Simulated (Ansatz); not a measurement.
Tetradymite Sb2Te3 was calculated with PBE0+SOC (plane waves, PAW; Ansatz, an electronic-structure program).

Numerical settings: plane-wave cutoff 460 eV, 6×6×6 k mesh, Fermi–Dirac smearing 0.01 eV, PAW data made under PBE.

Cell (measured lattice):

```yaml
crystal:
  lattice:
    - [0.00000, 2.45709, -10.12097]
    - [2.12790, -1.22854, -10.12097]
    - [-2.12790, -1.22854, -10.12097]
  atoms:
    - { symbol: Sb, position: [0.39831, 0.39831, 0.39831] }
    - { symbol: Sb, position: [0.60169, 0.60169, 0.60169] }
    - { symbol: Te, position: [0.00000, 0.00000, 0.00000] }
    - { symbol: Te, position: [0.21187, 0.21187, 0.21187] }
    - { symbol: Te, position: [0.78813, 0.78813, 0.78813] }
```

Task: Predict the band gap and smallest direct gap on the k points sampled.

Result: 
band gap: 0.41 eV (on the SCF k mesh) (indirect)
smallest direct gap on the k points sampled: 0.46 eV

Measured, for comparison: band gap 0.3 eV (temperature not stated, no zero-point or thermal correction, compiled measured gap; kind and temperature not stated, our sources range from 0.17 to 0.30; as tabulated in Kothakonda et al. (2022), arXiv:2208.02841).

Note: cell and atoms aren't relaxed at this level (largest force component 0.27 eV/Å, pressure 0.8 GPa).

The computed numbers hold no vibrational or temperature effects.

Computing time: roughly 60 core-minutes.
